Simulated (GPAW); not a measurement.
# TiAl3 (Pm-3m) in GPAW: notebook

One crystal, TiAl3, is run at these levels: PBEsol, PBEsol+D3; tasks: relaxation of cell and atoms.

All numbers are computed with GPAW 26.7.0; they aren't measurements. Logs are shortened: lines on timing, memory, paths and dates and some standing lists are left out, and cuts for length are marked. The log counts tension as positive stress, the text compression.

## (1) The structure

It takes space group Pm-3m (No. 221, cubic). Conventional cell: a = 3.956 Å, b = 3.956 Å, c = 3.956 Å, α = 90.00°, β = 90.00°, γ = 90.00°. Ti (site symmetry m-3m) has 12 Al at 2.80 Å as nearest neighbours. Al (site symmetry 4/mmm) has 4 Ti at 2.80 Å and 8 Al at 2.80 Å as nearest neighbours.

The cell comes from a database or a generator and needn't be the stable form of this composition.

## (2) Relaxation of cell and atoms, PBEsol

Contents of run.py:

```python
from ase import Atoms
from ase.filters import FrechetCellFilter
from ase.io import write
from ase.optimize import BFGS
from gpaw import GPAW, PW, setup_paths

setup_paths.insert(0, '.')

atoms = Atoms(['Ti', 'Al', 'Al', 'Al'],
              cell=[[3.95567125, 0.0, 0.0],
                    [0.0, 3.95567125, 0.0],
                    [0.0, 0.0, 3.95567125]],
              scaled_positions=[[0.0, 0.0, 0.0],
                                [0.0, 0.5, 0.5],
                                [0.5, 0.0, 0.5],
                                [0.5, 0.5, 0.0]],
              pbc=True)

calc = GPAW(mode=PW(600),
            xc='PBEsol',
            kpts={'size': (7, 7, 7), 'gamma': True},
            occupations={'name': 'fermi-dirac', 'width': 0.05},
            nbands=23,
            convergence={'density': 1e-05, 'forces': 0.0001},
            maxiter=150,
            txt='gpaw.txt')
atoms.calc = calc
opt = BFGS(FrechetCellFilter(atoms), trajectory='relax.traj', logfile='-')
done = opt.run(fmax=0.02, steps=60)
calc.write('gs.gpw')
write('result.traj', atoms)
print('Converged:', done)
print('Cell:', atoms.cell.cellpar().round(4))
print('Volume:', round(atoms.get_volume(), 4))
print(atoms.get_scaled_positions().round(5))
```

Potentials or basis: PAW data sets generated in the run's folder for this functional, pw.

On the command line:

```
$ gpaw-setup -f PBEsol Al Ti
$ OMP_NUM_THREADS=1 python run.py
```

gpaw.txt:

```text
__  _  _
 | _ |_)|_||  |
 |__||  | ||/\| - 26.7.0

Input parameters:
  mode=PW(ecut=600.0),
  convergence={'density': 1e-05, 'forces': 0.0001},
  kpts=MonkhorstPack(size=(7, 7, 7), gamma=True),
  maxiter=150,
  nbands=23,
  occupations=Occupations(name='fermi-dirac', width=0.05),
  xc=XC(name='PBEsol')

Diagonalizing LCAO Hamiltonian
Converting LCAO to pw mode
   .---------.
  /|         |
 * |         |
 | |         |
 |Al         |
 | .--Al-----.
 |/    Al   /
 Ti--------*

Atoms  # Å, Bohr magnetons
|   | symbol |        x |        y |        z |    initial magnetic moments |
|---|--------|----------|----------|----------|-----------------------------|
| 0 |     Ti | 0.000000 | 0.000000 | 0.000000 | ( 0.0000,  0.0000,  0.0000) |
| 1 |     Al | 0.000000 | 1.977836 | 1.977836 | ( 0.0000,  0.0000,  0.0000) |
| 2 |     Al | 1.977836 | 0.000000 | 1.977836 | ( 0.0000,  0.0000,  0.0000) |
| 3 |     Al | 1.977836 | 1.977836 | 0.000000 | ( 0.0000,  0.0000,  0.0000) |

Unit cell  # Å
| periodic |        x |        y |        z |  lengths |    angles |
|----------|----------|----------|----------|----------|-----------|
|      yes | 3.955671 | 0.000000 | 0.000000 | 3.955671 | 90.000000 |
|      yes | 0.000000 | 3.955671 | 0.000000 | 3.955671 | 90.000000 |
|      yes | 0.000000 | 0.000000 | 3.955671 | 3.955671 | 90.000000 |

Number of symmetries: 48
Symmetry operations  # r_c * U_cc + t_c -> r_c
|    | kind |            matrix            |
|----|------|------------------------------|
|  0 |  E   |  1, 0, 0,  0, 1, 0,  0, 0, 1 |
|  1 |  σ   |  1, 0, 0,  0, 1, 0,  0, 0,-1 |
|  2 |  σ   |  1, 0, 0,  0, 0, 1,  0, 1, 0 |
|  3 |  C4  |  1, 0, 0,  0, 0, 1,  0,-1, 0 |
|  4 |  C4  |  1, 0, 0,  0, 0,-1,  0, 1, 0 |
|  5 |  σ   |  1, 0, 0,  0, 0,-1,  0,-1, 0 |
|  6 |  σ   |  1, 0, 0,  0,-1, 0,  0, 0, 1 |
|  7 |  C2  |  1, 0, 0,  0,-1, 0,  0, 0,-1 |
|  8 |  σ   |  0, 1, 0,  1, 0, 0,  0, 0, 1 |
|  9 |  C2  |  0, 1, 0,  1, 0, 0,  0, 0,-1 |
| 10 |  C3  |  0, 1, 0,  0, 0, 1,  1, 0, 0 |
| 11 |  S6  |  0, 1, 0,  0, 0, 1, -1, 0, 0 |
| 12 |  S6  |  0, 1, 0,  0, 0,-1,  1, 0, 0 |
| 13 |  C3  |  0, 1, 0,  0, 0,-1, -1, 0, 0 |
| 14 |  C4  |  0, 1, 0, -1, 0, 0,  0, 0, 1 |
| 15 |  S4  |  0, 1, 0, -1, 0, 0,  0, 0,-1 |
| 16 |  C3  |  0, 0, 1,  1, 0, 0,  0, 1, 0 |
| 17 |  S6  |  0, 0, 1,  1, 0, 0,  0,-1, 0 |
| 18 |  σ   |  0, 0, 1,  0, 1, 0,  1, 0, 0 |
| 19 |  C4  |  0, 0, 1,  0, 1, 0, -1, 0, 0 |
| 20 |  C2  |  0, 0, 1,  0,-1, 0,  1, 0, 0 |
| 21 |  S4  |  0, 0, 1,  0,-1, 0, -1, 0, 0 |
| 22 |  S6  |  0, 0, 1, -1, 0, 0,  0, 1, 0 |
| 23 |  C3  |  0, 0, 1, -1, 0, 0,  0,-1, 0 |
| 24 |  S6  |  0, 0,-1,  1, 0, 0,  0, 1, 0 |
| 25 |  C3  |  0, 0,-1,  1, 0, 0,  0,-1, 0 |
[... 188 lines left out ...]
Fermi level: 8.480
Eigenvalues  # (at kpt = [0.000, 0.000, 0.000])
| band index |      eig [eV] | occ [0-2] |
|------------|---------------|-----------|
|          0 |       -48.294 |     2.000 |
|        ... |               |           |
|          2 |       -24.713 |     2.000 |
|          3 |       -24.713 |     2.000 |
|          4 |        -2.421 |     2.000 |
|          5 |         5.298 |     2.000 |
|          6 |         5.298 |     2.000 |
|          7 |         6.236 |     2.000 |
[... 8 lines left out ...]
|         16 |        14.114 |     0.000 |
|         17 |        14.114 |     0.000 |
|        ... |               |           |
|         22 |        17.114 |     0.000 |

No gap
No difference between direct/indirect transitions

Stress tensor  # eV/Ang^3
|        x |        y |        z |
|----------|----------|----------|
| 0.002841 | 0.000000 | 0.000000 |
| 0.000000 | 0.002841 | 0.000000 |
| 0.000000 | 0.000000 | 0.002841 |

Forces  # eV/Ang
|       x |       y |       z |
|---------|---------|---------|
| 0.00000 | 0.00000 | 0.00000 |  # Ti   0
| 0.00000 | 0.00000 | 0.00000 |  # Al   1
| 0.00000 | 0.00000 | 0.00000 |  # Al   2
| 0.00000 | 0.00000 | 0.00000 |  # Al   3

Interpolating wave functions to new cell
   .---------.
  /|         |
 * |         |
 | |         |
 |Al         |
 | .--Al-----.
 |/    Al   /
 Ti--------*

Atoms  # Å, Bohr magnetons
|   | symbol |        x |        y |        z |    initial magnetic moments |
|---|--------|----------|----------|----------|-----------------------------|
| 0 |     Ti | 0.000000 | 0.000000 | 0.000000 | ( 0.0000,  0.0000,  0.0000) |
| 1 |     Al | 0.000000 | 1.977525 | 1.977525 | ( 0.0000,  0.0000,  0.0000) |
| 2 |     Al | 1.977525 | 0.000000 | 1.977525 | ( 0.0000,  0.0000,  0.0000) |
| 3 |     Al | 1.977525 | 1.977525 | 0.000000 | ( 0.0000,  0.0000,  0.0000) |

Unit cell  # Å
| periodic |        x |        y |        z |  lengths |    angles |
|----------|----------|----------|----------|----------|-----------|
|      yes | 3.955050 | 0.000000 | 0.000000 | 3.955050 | 90.000000 |
|      yes | 0.000000 | 3.955050 | 0.000000 | 3.955050 | 90.000000 |
|      yes | 0.000000 | 0.000000 | 3.955050 | 3.955050 | 90.000000 |

Number of symmetries: 48
Symmetry operations  # r_c * U_cc + t_c -> r_c
|    | kind |            matrix            |
|----|------|------------------------------|
|  0 |  E   |  1, 0, 0,  0, 1, 0,  0, 0, 1 |
|  1 |  σ   |  1, 0, 0,  0, 1, 0,  0, 0,-1 |
|  2 |  σ   |  1, 0, 0,  0, 0, 1,  0, 1, 0 |
|  3 |  C4  |  1, 0, 0,  0, 0, 1,  0,-1, 0 |
|  4 |  C4  |  1, 0, 0,  0, 0,-1,  0, 1, 0 |
|  5 |  σ   |  1, 0, 0,  0, 0,-1,  0,-1, 0 |
|  6 |  σ   |  1, 0, 0,  0,-1, 0,  0, 0, 1 |
|  7 |  C2  |  1, 0, 0,  0,-1, 0,  0, 0,-1 |
|  8 |  σ   |  0, 1, 0,  1, 0, 0,  0, 0, 1 |
|  9 |  C2  |  0, 1, 0,  1, 0, 0,  0, 0,-1 |
| 10 |  C3  |  0, 1, 0,  0, 0, 1,  1, 0, 0 |
| 11 |  S6  |  0, 1, 0,  0, 0, 1, -1, 0, 0 |
| 12 |  S6  |  0, 1, 0,  0, 0,-1,  1, 0, 0 |
| 13 |  C3  |  0, 1, 0,  0, 0,-1, -1, 0, 0 |
| 14 |  C4  |  0, 1, 0, -1, 0, 0,  0, 0, 1 |
| 15 |  S4  |  0, 1, 0, -1, 0, 0,  0, 0,-1 |
| 16 |  C3  |  0, 0, 1,  1, 0, 0,  0, 1, 0 |
| 17 |  S6  |  0, 0, 1,  1, 0, 0,  0,-1, 0 |
| 18 |  σ   |  0, 0, 1,  0, 1, 0,  1, 0, 0 |
| 19 |  C4  |  0, 0, 1,  0, 1, 0, -1, 0, 0 |
| 20 |  C2  |  0, 0, 1,  0,-1, 0,  1, 0, 0 |
| 21 |  S4  |  0, 0, 1,  0,-1, 0, -1, 0, 0 |
| 22 |  S6  |  0, 0, 1, -1, 0, 0,  0, 1, 0 |
| 23 |  C3  |  0, 0, 1, -1, 0, 0,  0,-1, 0 |
| 24 |  S6  |  0, 0,-1,  1, 0, 0,  0, 1, 0 |
| 25 |  C3  |  0, 0,-1,  1, 0, 0,  0,-1, 0 |
[... 185 lines left out ...]
Fermi level: 8.485
Eigenvalues  # (at kpt = [0.000, 0.000, 0.000])
| band index |      eig [eV] | occ [0-2] |
|------------|---------------|-----------|
|          0 |       -48.288 |     2.000 |
|        ... |               |           |
|          2 |       -24.708 |     2.000 |
|          3 |       -24.708 |     2.000 |
|          4 |        -2.419 |     2.000 |
|          5 |         5.302 |     2.000 |
|          6 |         5.302 |     2.000 |
|          7 |         6.241 |     2.000 |
[... 8 lines left out ...]
|         16 |        14.121 |     0.000 |
|         17 |        14.121 |     0.000 |
|        ... |               |           |
|         22 |        17.122 |     0.000 |

No gap
No difference between direct/indirect transitions

Stress tensor  # eV/Ang^3
|         x |         y |        z |
|-----------|-----------|----------|
|  0.002515 | -0.000000 | 0.000000 |
| -0.000000 |  0.002515 | 0.000000 |
|  0.000000 |  0.000000 | 0.002515 |

Forces  # eV/Ang
|       x |        y |       z |
|---------|----------|---------|
| 0.00000 | -0.00000 | 0.00000 |  # Ti   0
| 0.00000 |  0.00000 | 0.00000 |  # Al   1
| 0.00000 | -0.00000 | 0.00000 |  # Al   2
| 0.00000 |  0.00000 | 0.00000 |  # Al   3

Interpolating wave functions to new cell

         Al
            Al
              Al
       Ti

Atoms  # Å, Bohr magnetons
|   | symbol |        x |         y |         z |    initial magnetic moments |
|---|--------|----------|-----------|-----------|-----------------------------|
| 0 |     Ti | 0.000000 | -0.000000 | -0.000000 | ( 0.0000,  0.0000,  0.0000) |
| 1 |     Al | 0.000000 |  1.975142 |  1.975142 | ( 0.0000,  0.0000,  0.0000) |
| 2 |     Al | 1.975142 |  0.000000 |  1.975142 | ( 0.0000,  0.0000,  0.0000) |
| 3 |     Al | 1.975142 |  1.975142 |  0.000000 | ( 0.0000,  0.0000,  0.0000) |

Unit cell  # Å
| periodic |        x |        y |        z |  lengths |    angles |
|----------|----------|----------|----------|----------|-----------|
|      yes | 3.950284 | 0.000000 | 0.000000 | 3.950284 | 90.000000 |
|      yes | 0.000000 | 3.950284 | 0.000000 | 3.950284 | 90.000000 |
|      yes | 0.000000 | 0.000000 | 3.950284 | 3.950284 | 90.000000 |

Number of symmetries: 48
Symmetry operations  # r_c * U_cc + t_c -> r_c
|    | kind |            matrix            |
|----|------|------------------------------|
|  0 |  E   |  1, 0, 0,  0, 1, 0,  0, 0, 1 |
|  1 |  σ   |  1, 0, 0,  0, 1, 0,  0, 0,-1 |
|  2 |  σ   |  1, 0, 0,  0, 0, 1,  0, 1, 0 |
|  3 |  C4  |  1, 0, 0,  0, 0, 1,  0,-1, 0 |
|  4 |  C4  |  1, 0, 0,  0, 0,-1,  0, 1, 0 |
|  5 |  σ   |  1, 0, 0,  0, 0,-1,  0,-1, 0 |
|  6 |  σ   |  1, 0, 0,  0,-1, 0,  0, 0, 1 |
|  7 |  C2  |  1, 0, 0,  0,-1, 0,  0, 0,-1 |
|  8 |  σ   |  0, 1, 0,  1, 0, 0,  0, 0, 1 |
|  9 |  C2  |  0, 1, 0,  1, 0, 0,  0, 0,-1 |
| 10 |  C3  |  0, 1, 0,  0, 0, 1,  1, 0, 0 |
| 11 |  S6  |  0, 1, 0,  0, 0, 1, -1, 0, 0 |
| 12 |  S6  |  0, 1, 0,  0, 0,-1,  1, 0, 0 |
| 13 |  C3  |  0, 1, 0,  0, 0,-1, -1, 0, 0 |
| 14 |  C4  |  0, 1, 0, -1, 0, 0,  0, 0, 1 |
| 15 |  S4  |  0, 1, 0, -1, 0, 0,  0, 0,-1 |
| 16 |  C3  |  0, 0, 1,  1, 0, 0,  0, 1, 0 |
| 17 |  S6  |  0, 0, 1,  1, 0, 0,  0,-1, 0 |
| 18 |  σ   |  0, 0, 1,  0, 1, 0,  1, 0, 0 |
| 19 |  C4  |  0, 0, 1,  0, 1, 0, -1, 0, 0 |
| 20 |  C2  |  0, 0, 1,  0,-1, 0,  1, 0, 0 |
| 21 |  S4  |  0, 0, 1,  0,-1, 0, -1, 0, 0 |
| 22 |  S6  |  0, 0, 1, -1, 0, 0,  0, 1, 0 |
| 23 |  C3  |  0, 0, 1, -1, 0, 0,  0,-1, 0 |
| 24 |  S6  |  0, 0,-1,  1, 0, 0,  0, 1, 0 |
| 25 |  C3  |  0, 0,-1,  1, 0, 0,  0,-1, 0 |
[... 186 lines left out ...]
Fermi level: 8.523
Eigenvalues  # (at kpt = [0.000, 0.000, 0.000])
| band index |      eig [eV] | occ [0-2] |
|------------|---------------|-----------|
|          0 |       -48.242 |     2.000 |
|        ... |               |           |
|          2 |       -24.663 |     2.000 |
|          3 |       -24.663 |     2.000 |
|          4 |        -2.403 |     2.000 |
|          5 |         5.331 |     2.000 |
|          6 |         5.331 |     2.000 |
|          7 |         6.275 |     2.000 |
[... 8 lines left out ...]
|         16 |        14.176 |     0.000 |
|         17 |        14.176 |     0.000 |
|        ... |               |           |
|         22 |        17.190 |     0.000 |

No gap
No difference between direct/indirect transitions

Stress tensor  # eV/Ang^3
|         x |         y |         z |
|-----------|-----------|-----------|
| -0.000007 |  0.000000 |  0.000000 |
|  0.000000 | -0.000007 |  0.000000 |
|  0.000000 |  0.000000 | -0.000007 |

Forces  # eV/Ang
|        x |       y |       z |
|----------|---------|---------|
|  0.00000 | 0.00000 | 0.00000 |  # Ti   0
| -0.00000 | 0.00000 | 0.00000 |  # Al   1
|  0.00000 | 0.00000 | 0.00000 |  # Al   2
|  0.00000 | 0.00000 | 0.00000 |  # Al   3

# Writing to gs.gpw (mode='')
```

It took 41 s on 1 thread of Arm Neoverse V2, shared host; peak memory 0.2 GiB.

What came out:

| Property | Result |
| --- | --- |
| Free energy | -20.9423 eV |
| Relaxed volume | 15.41 Å³/atom |
| Relaxed cell | a = 3.950 Å, b = 3.950 Å, c = 3.950 Å, α = 90.00°, β = 90.00°, γ = 90.00° |
| Space group after relaxing (to 0.05 Å) | Pm-3m (No. 221) |
| Energy gained by relaxing | 0.0 meV/atom |
| Ionic steps | 3 |
| Pressure after relaxing | 0.0 GPa |
| Band gap on the k mesh | none (metal or under the smearing width) |

Final structure:
```cif
data_structure
_symmetry_space_group_name_H-M 'P 1'
_symmetry_Int_Tables_number 1
_cell_length_a 3.9503
_cell_length_b 3.9503
_cell_length_c 3.9503
_cell_angle_alpha 90.000
_cell_angle_beta 90.000
_cell_angle_gamma 90.000
_cell_volume 61.64
loop_
_atom_site_label
_atom_site_type_symbol
_atom_site_fract_x
_atom_site_fract_y
_atom_site_fract_z
_atom_site_occupancy
Ti1 Ti 0.00000 0.00000 0.00000 1
Al1 Al 0.00000 0.50000 0.50000 1
Al2 Al 0.50000 0.00000 0.50000 1
Al3 Al 0.50000 0.50000 0.00000 1
```

Levels at points of the mesh, in eV from the Fermi level:
| k point | band 7 | band 8 | band 9 | band 10 | band 11 | band 12 | band 13 | band 14 |
| --- | --- | --- | --- | --- | --- | --- | --- | --- |
| (0.00, 0.00, 0.00) | -3.19 | -2.25 | -2.25 | -2.25 | 0.09 | 0.09 | 0.09 | 0.62 |

Caveat: later steps reuse the first step's grids.

## (3) Relaxation of cell and atoms, PBEsol+D3

Changes to run.py since step 2:

```diff
@@ -1,2 +1,3 @@
 from ase import Atoms
+from ase.calculators.mixing import SumCalculator
 from ase.filters import FrechetCellFilter
@@ -4,2 +5,3 @@
 from ase.optimize import BFGS
+from dftd3.ase import DFTD3
 from gpaw import GPAW, PW, setup_paths
@@ -26,3 +28,3 @@
             txt='gpaw.txt')
-atoms.calc = calc
+atoms.calc = SumCalculator([calc, DFTD3(method='pbesol', damping='d3zero')])
 opt = BFGS(FrechetCellFilter(atoms), trajectory='relax.traj', logfile='-')
```

Potentials or basis: PAW data sets generated in the run's folder for this functional, pw.

On the command line:

```
$ gpaw-setup -f PBEsol Al Ti
$ OMP_NUM_THREADS=1 python run.py
```

Wall time 45 s (1 thread of Arm Neoverse V2, shared host); peak memory 0.2 GiB.

It converged, with:

* Free energy: -21.8131 eV
* Relaxed volume: 15.01 Å³/atom
* Relaxed cell: a = 3.916 Å, b = 3.916 Å, c = 3.916 Å, α = 90.00°, β = 90.00°, γ = 90.00°
* Space group after relaxing (to 0.05 Å): Pm-3m (No. 221)
* Energy gained by relaxing: 4.0 meV/atom
* Ionic steps: 3
* Pressure after relaxing: 0.1 GPa
* Band gap on the k mesh: none (metal or under the smearing width)
* Dispersion energy per atom: -0.222 eV

The path:
```tsv
step	energy change (eV)	largest force (eV/Å)	pressure (GPa)	volume (Å³)
1	0.0000	0.0000	-3.23	61.90
2	-0.0037	0.0000	-2.88	61.69
3	-0.0160	0.0000	0.10	60.05
```

Final structure:
```
Ti Al
1.0
     3.91591    0.00000    0.00000
     0.00000    3.91591    0.00000
     0.00000    0.00000    3.91591
Ti Al
1 3
Direct
  0.00000 0.00000 0.00000
  0.00000 0.50000 0.50000
  0.50000 0.00000 0.50000
  0.50000 0.50000 0.00000
```

Levels at points of the mesh, in eV from the Fermi level:
```
           k point  band 8  band 9  band 10  band 11  band 12  band 13
(0.00, 0.00, 0.00)   -2.27   -2.27    -2.27     0.08     0.08     0.08
```

Caveat: later steps reuse the first step's grids; pairwise dispersion overbinds metals, which lowers pressure and volume.
